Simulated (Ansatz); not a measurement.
# GaAs: the cost of one run

Method: DFT PBE, scalar-relativistic, in Ansatz 0.2.0.

## Step 1: The starting structure

It takes space group F-43m (No. 216, cubic). Conventional cell: a = 5.654 Å, b = 5.654 Å, c = 5.654 Å, α = 90.00°, β = 90.00°, γ = 90.00°. Around Ga (site symmetry -43m) lie 4 As at 2.45 Å. Around As (site symmetry -43m) lie 4 Ga at 2.45 Å.

As a file:

```
Ga As
1.0
     0.00000    2.82685    2.82685
     2.82685    0.00000    2.82685
     2.82685    2.82685    0.00000
Ga As
1 1
Direct
  0.00000 0.00000 0.00000
  0.75000 0.75000 0.75000
```

Atoms are numbered in the order of the input: Ga1, As2.

## Step 2: After the deformation

Space group F-43m before, I-4m2 after.

## Step 3: All-electron LAPW

The input, input.yaml:

```yaml
crystal:
  lattice:
    - [0.0, 2.8551185, 2.82685]
    - [2.8551185, 0.0, 2.82685]
    - [2.8551185, 2.8551185, 0.0]
  atoms:
    - { symbol: Ga, position: [0.0, 0.0, 0.0] }
    - { symbol: As, position: [0.75, 0.75, 0.75] }
kpoints:
  mp_grid: { grid: [11, 11, 11] }
  band_path:
    path:
      - [0.0, 0.0, 0.0]
      - [0.0, 0.5, 0.5]
      - [0.25, 0.75, 0.5]
      - [0.0, 0.5, 0.0]
      - [0.0, 0.0, 0.0]
      - [0.5, 0.5, 0.0]
      - [0.3775125, 0.6224875, 0.0]
      - [-0.3775125, 0.3775125, 0.0]
      - [0.0, 0.0, 0.0]
    npoints: 5
scf:
  occupations: { method: fermi_dirac, width: 0.05 }
hamiltonian:
  xc: pbe
  pseudopotentials: { kind: all_electron, lapw: { basis_error: 0.0005 } }
output:
  forces: true
  stress: true
  eigenvalues: true
```

The run is started by

```bash
ansatz run input.yaml --threads 1 --pin off --max-ram 3072MiB --backend cpu --events-out ev --progress --plain --runs-dir out
```

**Question.** How long does this run take on 1 thread of Intel Xeon 6975P-C (Granite Rapids), shared host, and how much memory does it need?

About 34 s, with a peak of 0.61 GiB.
